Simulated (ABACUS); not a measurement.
# InAs (F-43m) in ABACUS: settings compared, part 2 of 2

ABACUS 3.10.1. Earlier steps stand in the parts before.

### 3 Single point, PBE, spin-orbit coupling, no magnetisation

The input, INPUT:

```
INPUT_PARAMETERS
suffix              InAs
calculation         scf
basis_type          lcao
pseudo_dir          ./
orbital_dir         ./
symmetry            0
dft_functional      pbe
ecutwfc             100
pseudo_rcut         10
nspin               4
nbands              48
ks_solver           genelpa
smearing_method     fd
smearing_sigma      0.00367493
scf_thr             1e-07
scf_nmax            100
mixing_type         broyden
mixing_beta         0.4
cal_force           1
cal_stress          1
noncolin            0
lspinorb            1
out_mul             1
out_chg             1
```

The input, STRU:

```
ATOMIC_SPECIES
In 114.8180 In.upf
As 74.9216 As.upf

NUMERICAL_ORBITAL
In_confined-atom_8au_2s2p2d.orb
As_confined-atom_7au_2s2p2d.orb

LATTICE_CONSTANT
1.8897261246

LATTICE_VECTORS
0.0000000000 3.0180000000 3.0180000000
3.0180000000 0.0000000000 3.0180000000
3.0180000000 3.0180000000 0.0000000000

ATOMIC_POSITIONS
Direct

In
0.0
1
0.0000000000 0.0000000000 0.0000000000 1 1 1

As
0.0
1
0.7500000000 0.7500000000 0.7500000000 1 1 1
```

The input, KPT:

```
K_POINTS
0
Gamma
5 5 5 0 0 0
```

Potentials or basis: PseudoDojo NC FR 0.4 PBE standard, DZP LCAO (the cutoffs set its grid).

Run with:

```bash
$ OMP_NUM_THREADS=1 mpirun -np 4 abacus > log
```

running log:

```text
ABACUS v3.10.1

               Atomic-orbital Based Ab-initio Computation at UStc

 ------------------------------------------------------------------------------------

 READING GENERAL INFORMATION
                           global_out_dir = OUT.InAs/
                           global_in_card = INPUT
                               pseudo_dir = ./
                              orbital_dir = ./
                                    DSIZE = 4
                                    GSIZE = 1

 READING UNITCELL INFORMATION
                                    ntype = 2
                  lattice constant (Bohr) = 1.88973
              lattice constant (Angstrom) = 1

 READING ATOM TYPE 1
                               atom label = In
                      L=0, number of zeta = 2
                      L=1, number of zeta = 2
                      L=2, number of zeta = 2
             number of atom for this type = 1
               magnetization of element 1 = [ 0, 0, 0 ]
[... 666 lines left out ...]
       Total Magnetism (uB)                    x                    y                    z
-------------------------------------------------------------------------------------------
                        In1         0.0000000000         0.0000000000         0.0000000000
                        As1         0.0000000000         0.0000000000         0.0000000000
-------------------------------------------------------------------------------------------

-------------------------------------------------------------------------------------------
       Total Magnetism (uB)       Magnitude (uB)       Polar (degree)     Azimuth (degree)
-------------------------------------------------------------------------------------------
                        In1         0.0000000000                 -nan         0.0000000000
                        As1         0.0000000000                 -nan         0.0000000000
-------------------------------------------------------------------------------------------

 correction force for each atom along direction 1 is -4.06577e-14
 correction force for each atom along direction 2 is -3.21497e-14
 correction force for each atom along direction 3 is -1.70595e-14
------------------------------------------------------------------------------------------
 TOTAL-FORCE (eV/Angstrom)
------------------------------------------------------------------------------------------
                       In1         0.0000000000         0.0000000000         0.0000000000
                       As1         0.0000000000         0.0000000000         0.0000000000
------------------------------------------------------------------------------------------

----------------------------------------------------------------
 TOTAL-STRESS (KBAR)
----------------------------------------------------------------
        52.6992537046         0.0000000000         0.0000000000
         0.0000000000        52.6992537043         0.0000000000
         0.0000000000         0.0000000000        52.6992537046
----------------------------------------------------------------
 TOTAL-PRESSURE: 52.699254 KBAR

 --------------------------------------------
 !FINAL_ETOT_IS -4693.0908041391849110 eV
 --------------------------------------------
```

Wall time 13 s (4 MPI ranks of AMD EPYC 9R45 (Zen 5), shared host); peak memory 0.8 GiB.

Results:

- Free energy: -4693.0908 eV
- Pressure: 5.3 GPa
- Band gap on the k mesh: none (metal or under the smearing width)
- Mulliken charges: In -0.01; As +0.01 e

Levels at points of the mesh, in eV from the Fermi level:
| k point | band 26 | band 27 | band 28 | band 29 | band 30 | band 31 |
| --- | --- | --- | --- | --- | --- | --- |
| (0.00, 0.00, 0.00) | -0.08 | -0.02 | -0.02 | -0.02 | -0.02 | 3.48 |

Caveat: the k mesh is coarse (spacing up to 0.36 Å⁻¹), so the values aren't converged; the atomic orbitals were generated for these runs and aren't a published set; Mulliken charges move with the basis; the basis of atomic orbitals isn't converged, which shifts pressures, moduli and gaps.

### 4 Single point, BP86

The input, INPUT:

```
INPUT_PARAMETERS
suffix              InAs
calculation         scf
basis_type          pw
pseudo_dir          ./
symmetry            1
dft_functional      GGA_X_B88+GGA_C_P86
ecutwfc             84
pseudo_rcut         10
nspin               1
nbands              24
ks_solver           dav
smearing_method     fd
smearing_sigma      0.00367493
scf_thr             1e-08
scf_nmax            100
mixing_type         broyden
mixing_beta         0.7
cal_force           1
cal_stress          1
out_chg             1
kpar                4
```

Edit STRU of step 3 so:

```diff
@@ -3,6 +3,2 @@
 As 74.9216 As.upf
-
-NUMERICAL_ORBITAL
-In_confined-atom_8au_2s2p2d.orb
-As_confined-atom_7au_2s2p2d.orb
```

The input, KPT:

```
K_POINTS
0
Gamma
6 6 6 0 0 0
```

Potentials or basis: PseudoDojo NC SR 0.5 PBE standard, plane waves.

Run with:

```bash
$ OMP_NUM_THREADS=1 mpirun -np 4 abacus > log
```

Run time: 5.5 s. Hardware: 4 MPI ranks of Intel Xeon 6975P-C (Granite Rapids), shared host; peak memory 0.44 GiB.

Results (log left out):

* Free energy: -4700.3378 eV
* Pressure: 4.6 GPa
* Band gap on the k mesh: none (metal or under the smearing width)

Levels at points of the mesh, in eV from the Fermi level:
```csv
k point,band 10,band 11,band 12,band 13,band 14,band 15,band 16,band 17,band 18,band 19
"(0.00, 0.00, 0.00)",-14.38,-11.96,-0.28,-0.04,-0.04,-0.04,3.87,3.87,3.87,7.53
"(0.50, 0.50, 0.50)",-14.37,-10.49,-5.84,-1.03,-1.03,0.90,4.66,4.66,6.88,9.05
"(0.50, 0.50, 0.00)",-14.36,-9.94,-5.92,-2.37,-2.37,1.53,2.03,9.19,9.23,9.23
```

Caveat: the potentials were made for another functional, which shifts forces and pressure; this crystal is a semiconductor, whose small gap the functional closes, so the metal is an error of the method.

### 5 Overview

```csv
level,potentials or basis,spin,k mesh,cutoff (eV),SCF threshold on the density,eigensolver,mixing share,symmetry key,mesh quality,gap on the mesh (eV),pressure (GPa)
SCAN,"SG15 ONCV 1.2 PBE, plane waves",off,5 × 5 × 5,1320,1e-08,dav,0.7,1,coarse,none,1.7
PBE,"PseudoDojo NC FR 0.4 PBE standard, DZP LCAO (the cutoffs set its grid)","SOC, no magnetisation",5 × 5 × 5,1361,1e-07,genelpa,0.4,0,coarse,none,5.3
BP86,"PseudoDojo NC SR 0.5 PBE standard, plane waves",off,6 × 6 × 6,1143,1e-08,dav,0.7,1,not flagged,none,4.6
```

Alike in all rows: task single point; cell as given; smearing fermi-dirac 0.05 eV.

Caveats: some runs use coarse meshes; the potentials were made for another functional, which shifts forces and pressure (some runs); this crystal is a semiconductor, whose small gap the functional closes, so the metal is an error of the method (some runs); the atomic orbitals were generated for these runs and aren't a published set (some runs); the basis of atomic orbitals isn't converged, which shifts pressures, moduli and gaps (some runs).

Total energies depend on the potentials used, so only differences within one code and one set of settings carry meaning.

### 6 Against experiment

Step 4. Against the measured gap of InAs, 0.418 eV (direct; 4.2 K; a printed reference work, data compilation), the calculated 0.00 eV is off by -0.42 eV. Spin-orbit coupling on As, In is left out. The value is that of BP86 on a finite k mesh, which can miss the band edges, without temperature or zero-point motion.
